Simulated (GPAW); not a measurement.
Set up this calculation in GPAW 26.7.0, as an ASE script.

- Task: relaxation of cell and atoms
- Functional: PBEsol
- Dispersion: D3(BJ)
- Potentials or basis: PAW data sets generated in the run's folder for this functional
- Cutoff: 600 eV
- Basis: pw
- k mesh: 9 × 9 × 9
- Occupations: fermi-dirac, width 0.05 eV
- Spin: no spin polarisation
- Target pressure: 1 GPa
- Maxiter: 150
- Optimizer: FIRE
- Fmax: 0.01 eV/Å
- Max steps: 40
- Target pressure: 1 GPa
- Convergence: density=1e-05 forces=0.0001

The structure of Bi lies in Bi.xyz:

```xyz
1
Lattice="-1.9814305318 1.9814305318 1.9814305318 1.9814305318 -1.9814305318 1.9814305318 1.9814305318 1.9814305318 -1.9814305318" Properties=species:S:1:pos:R:3 pbc="T T T"
Bi     0.0000000000      0.0000000000      0.0000000000
```

This isn't the form of Bi at room conditions, which is rhombohedral.

One way to write it, as run:

run.py

```python
from ase.calculators.mixing import SumCalculator
from ase.filters import FrechetCellFilter
from ase.io import read, write
from ase.optimize import FIRE
from ase.units import GPa
from dftd3.ase import DFTD3
from gpaw import GPAW, PW, setup_paths

setup_paths.insert(0, '.')

atoms = read('Bi.xyz')

calc = GPAW(mode=PW(600),
            xc='PBEsol',
            kpts={'size': (9, 9, 9), 'gamma': True},
            occupations={'name': 'fermi-dirac', 'width': 0.05},
            nbands=15,
            convergence={'density': 1e-05, 'forces': 0.0001},
            maxiter=150,
            txt='gpaw.txt')
atoms.calc = SumCalculator([calc, DFTD3(method='pbesol', damping='d3bj')])
opt = FIRE(FrechetCellFilter(atoms, scalar_pressure=1 * GPa), trajectory='relax.traj', logfile='-')
done = opt.run(fmax=0.01, steps=40)
calc.write('gs.gpw')
write('result.traj', atoms)
print('Converged:', done)
print('Cell:', atoms.cell.cellpar().round(4))
print('Volume:', round(atoms.get_volume(), 4))
print(atoms.get_scaled_positions().round(5))
```

Potentials or basis: PAW data sets generated in the run's folder for this functional, pw.

The run is started by

```bash
$ gpaw-setup -f PBEsol Bi
$ OMP_NUM_THREADS=1 python run.py
```

Results of the run:

* Relaxed volume: 28.04 Å³/atom
* Relaxed cell: a = 3.315 Å, b = 3.315 Å, c = 3.315 Å, α = 109.47°, β = 109.47°, γ = 109.47°
* Space group after relaxing (to 0.05 Å): Im-3m (No. 229)
* Energy change on relaxing (the enthalpy is what falls): -42.2 meV/atom
* Ionic steps: 18
* Pressure after relaxing: 0.9 GPa
* Band gap on the k mesh: none (metal or under the smearing width)
* Dispersion energy per atom: -0.583 eV

Caveat: later steps reuse the first step's grids; spin-orbit coupling is left out, which moves the levels of the heavy elements; pairwise dispersion overbinds metals, which lowers pressure and volume.

It took 2 min on 1 thread of Arm Neoverse V1 (shared host), peak memory 0.25 GiB.
